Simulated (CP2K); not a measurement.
The system is Bi2Se3 (Paraguanajuatite).

```xyz
5
Lattice="9.8405 0.0000 0.0000 8.9683 4.0502 0.0000 8.9683 1.9312 3.5601" Properties=species:S:1:pos:R:3 pbc="T T T"
Bi   16.6441    3.5840    2.1332
Bi   11.1331    2.3973    1.4269
Se   21.8967    4.7151    2.8064
Se    5.8804    1.2663    0.7537
Se    0.0000    0.0000    0.0000
```

Base run:

```yaml
Program: CP2K 2026.2
Functional: PBE
Potentials_or_basis: POTENTIAL_UZH Bi GTH-PBE-q5, Se GTH-PBE-q6; DZVP-MOLOPT-PBE-GTH basis
Density_cutoff: 6123 eV
k_mesh: 8 × 8 × 8
Occupations: fermi-dirac, width 0.05 eV
Spin: no spin polarisation
```

Its results: band gap on the k mesh 0.18 eV, direct; pressure 3.2 GPa; largest force 0.317 eV/Å.

**Question.** The run is repeated on the same cell with these changes: potentials or basis from POTENTIAL_UZH Bi GTH-PBE-q5, Se GTH-PBE-q6; DZVP-MOLOPT-PBE-GTH basis to POTENTIAL_UZH Bi GTH-PBE-q5, Se GTH-PBE-q6; ccGRB-D basis; basis sets from Bi DZVP-MOLOPT-PBE-GTH-q5, Se DZVP-MOLOPT-PBE-GTH-q6 to Bi ccGRB-D-q5, Se ccGRB-D-q6. What comes out?

**Answer.** Band gap on the k mesh 0.16 eV, direct; pressure 4.3 GPa; largest force 0.536 eV/Å.

Caveats: spin-orbit coupling is left out, which as a rule narrows the gap of such compounds by several tenths of an eV; the basis of atomic orbitals isn't converged, which shifts pressures, moduli and gaps.

A k mesh can miss the band edges.
